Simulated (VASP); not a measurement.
**ZnSe (rocksalt): one PBE with spin–orbit coupling single-point calculation in two programs**

```yaml
crystal:
  lattice:
    - [0.00000, 2.65876, 2.65876]
    - [2.65876, 0.00000, 2.65876]
    - [2.65876, 2.65876, 0.00000]
  atoms:
    - { symbol: Zn, position: [0.00000, 0.00000, 0.00000] }
    - { symbol: Se, position: [0.50000, 0.50000, 0.50000] }
```

Each program uses its own PAW datasets. VASP's cell holds 18 valence electrons and Ansatz's 28.

Cutoffs: 520 eV in VASP, 420 eV in Ansatz. k meshes: 8×8×8 and 8×8×8.

```tsv
	VASP	Ansatz
gap between bands v and c	-1.08 eV (bands overlap: a metal)	-1.07 eV (bands overlap: a metal)
least direct gap	1.21 eV	1.21 eV
```

Band v is the last that the valence electrons fill when counted band by band, and c is the next. Levels in eV from the top of v, Ansatz:

```json
{"point": "Γ", "v−2": "-0.39", "v": "-0.39", "c": "0.82", "c+2": "8.55"}
{"point": "X", "v−2": "-2.68", "v": "-2.45", "c": "-1.07", "c+2": "4.89"}
{"point": "W", "v−2": "-3.96", "v": "-3.87", "c": "3.04", "c+2": "5.88"}
{"point": "K", "v−2": "-4.47", "v": "-1.81", "c": "1.12", "c+2": "6.61"}
{"point": "L", "v−2": "-0.29", "v": "-0.03", "c": "3.26", "c+2": "4.88"}
```

VASP:

```csv
point,v−2,v,c,c+2
Γ,-0.39,-0.39,0.82,8.53
X,-2.68,-2.45,-1.08,4.88
W,-3.96,-3.87,3.04,5.87
K,-4.48,-1.81,1.11,6.61
L,-0.29,-0.04,3.25,4.87
```
